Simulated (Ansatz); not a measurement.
Crystal: Ge.

```
Ge
1.0
     1.39715   -2.60052    0.00000
     1.39715    2.60052    0.00000
     0.00000    0.00000    2.69823
Ge
1
Direct
  0.50000 0.50000 0.00000
```

This isn't the form of Ge at room conditions, which is diamond.

* Program: Ansatz 0.2.0
* Task: relaxation of cell and atoms
* Functional: PBEsol
* Potentials or basis: Ansatz PAW
* Cutoff: 420 eV (not typed: the program's choice for these potentials)
* k mesh: 11 × 11 × 10
* Occupations: fermi-dirac, width 0.05 eV
* Spin: no spin polarisation

At the start: volume 19.61 Å³/atom.

Question: How do energy, volume and symmetry change on relaxing?

Answer: It ends after 7 steps and the volume is 18.40 Å³/atom (-6.2 %); space group Cmmm (No. 65, to 0.05 Å).

Step by step:
| step | energy change (eV) | largest force (eV/Å) | volume (Å³) |
| --- | --- | --- | --- |
| 1 | 0.0000 | 0.0000 | 19.61 |
| 2 | -0.0193 | 0.0000 | 18.07 |
| 3 | -0.0208 | 0.0000 | 18.41 |
| 4 | -0.0209 | 0.0000 | 18.40 |
| 5 | -0.0211 | 0.0000 | 18.39 |
| 6 | -0.0211 | 0.0000 | 18.40 |
| 7 | -0.0208 | 0.0000 | 18.40 |

Final structure:
```cif
data_structure
_symmetry_space_group_name_H-M 'P 1'
_symmetry_Int_Tables_number 1
_cell_length_a 2.8313
_cell_length_b 2.8313
_cell_length_c 2.6709
_cell_angle_alpha 90.000
_cell_angle_beta 90.000
_cell_angle_gamma 120.766
_cell_volume 18.40
loop_
_atom_site_label
_atom_site_type_symbol
_atom_site_fract_x
_atom_site_fract_y
_atom_site_fract_z
_atom_site_occupancy
Ge1 Ge 0.50000 0.50000 0.00000 1
```

Caveat: the plane-wave basis is chosen anew once the cell has moved, so the energies of steps on either side of that aren't comparable; the PAW data sets come from PBE, with cores solved anew for the run's functional, which leaves a small shift of forces and pressure.
